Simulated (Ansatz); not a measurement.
Relaxed sheet of Bi2Te3, cell area A = 16.385 Å²:

```yaml
crystal:
  lattice:
    - [4.34974, 0.00000, 0.00000]
    - [-2.17487, 3.76698, 0.00000]
    - [0.00000, 0.00000, 41.03016]
  periodic: [true, true, false]
  atoms:
    - { symbol: Te, position: [0.00000, 0.00000, 0.40770] }
    - { symbol: Bi, position: [0.33333, 0.66667, 0.45019] }
    - { symbol: Te, position: [0.66667, 0.33333, 0.50000] }
    - { symbol: Bi, position: [0.00000, 0.00000, 0.54981] }
    - { symbol: Te, position: [0.33333, 0.66667, 0.59230] }
```

All numbers below come from Ansatz 0.2.0, DFT PBE+D3(BJ), scalar-relativistic, plane waves, PAW. Settings: cutoff 420 eV, Γ-centred mesh 6×6×1 on the computed 5-atom cell, Gaussian smearing of 0.02 eV; no spin polarisation. No periodic images along c.

Under strain along y with x held, atoms relaxed, stress positive in compression; ΔE is the free energy at this smearing, of which the stress is the derivative:

| strain (%) | σxx (N/m) | σyy (N/m) | ΔE (meV/cell) | thickness (Å) |
| --- | --- | --- | --- | --- |
| -2 | 0.315 | 1.170 | 11.84 | 7.654 |
| +2 | -0.269 | -1.111 | 11.28 | 7.498 |

(1) Which in-plane elastic constants follow from the stresses?

(2) Do the energies agree?

(3) The unstrained thickness between the outer atoms is 7.574 Å. How does it respond?

Results:

(1) Central differences over Δε = 0.04 give C22 = 57.0 N/m from the stress along the strain and C12 = 14.6 N/m from the stress across it. The sheet is hexagonal, so C22 = C11: Poisson's ratio is C12/C11 = 0.26, Young's modulus (C11² − C12²)/C11 = 53 N/m and the shear modulus (C11 − C12)/2 = 21.2 N/m.

(2) The second difference [ΔE(−ε) + ΔE(+ε)]/(A·ε²) = (11.84 + 11.28) meV/(16.385 Å² × 0.0004) × 16.02 N/m per eV/Å² = 56.5 N/m should equal C22 = 57.0 N/m; they differ by 0.9 %, so the two routes agree. The stress in compression and in tension differ in size because of the third-order constants.

(3) d ln t/dε = (7.498 − 7.654)/(7.574 × 0.04) = -0.51: the sheet thins as it is stretched, as its bonds turn towards the plane.

The Bi2Te3 sheet is soft in its plane for a layer five atoms thick, far softer than graphene. Its long, polar bonds are built mainly from Bi and Te p orbitals, with little s–p hybridisation, and resist stretching and bending much less than short sp2 carbon bonds. The coordinates also show the outer Bi–Te bonds to be shorter than the inner ones, as expected when the central Te shares its p electrons among more Bi neighbours than a surface Te does. The inner bonds are therefore probably the more compliant part of the layer.

The buckled stacking lets part of the in-plane strain be taken up by bond rotation, which couples it to the thickness. The response of -0.51 belongs to a sheet held at fixed width; if free to contract sideways, it would thin less. The constants satisfy the elastic stability conditions for uniform in-plane strain, but this doesn't establish stability against bending or finite-wavelength phonons.
